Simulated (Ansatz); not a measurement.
Li2Se built on the antifluorite prototype, relaxed with r2SCAN: the symmetry is Fm-3m (No. 225, cubic); a = 5.987 Å in the conventional setting, 17.88 Å³ an atom. Se has 8 Li at 2.59 Å; Li has 4 Se at 2.59 Å. One-shot G0W0@PBE in Ansatz on a 6×6×6 mesh (contour deformation, no spin-orbit coupling), from a PBE gap of 2.974 eV over the mesh points (the G0W0 gap is indirect on the mesh); the number N of bands summed and the screening cutoff rise together. Spin-unpolarised throughout; all numbers are computed.

```
  N  cutoff (eV)  1000/N  G0W0 gap (eV)
132          100   7.576          4.333
305          180   3.279          4.498
```

Lay a straight line in 1000/N through these rows.
The slope is -0.0384 eV per unit of 1000/N and the intercept 4.624 eV.

Predict the gap at N = 581 (260 eV).
4.624 + (-0.0384) × 1.721 = 4.558 eV; the run gives 4.558 eV, 0.000 eV from the line.

With that run's result added, what limit do the last two rows suggest?
Their slope is (4.558 − 4.498)/(1.721 − 3.279) = -0.0385, which meets 1/N = 0 at 4.62 eV, against 4.624 eV from the first line. The two lines nearly agree; the k mesh isn't extrapolated.

Spin-orbit coupling is left out.
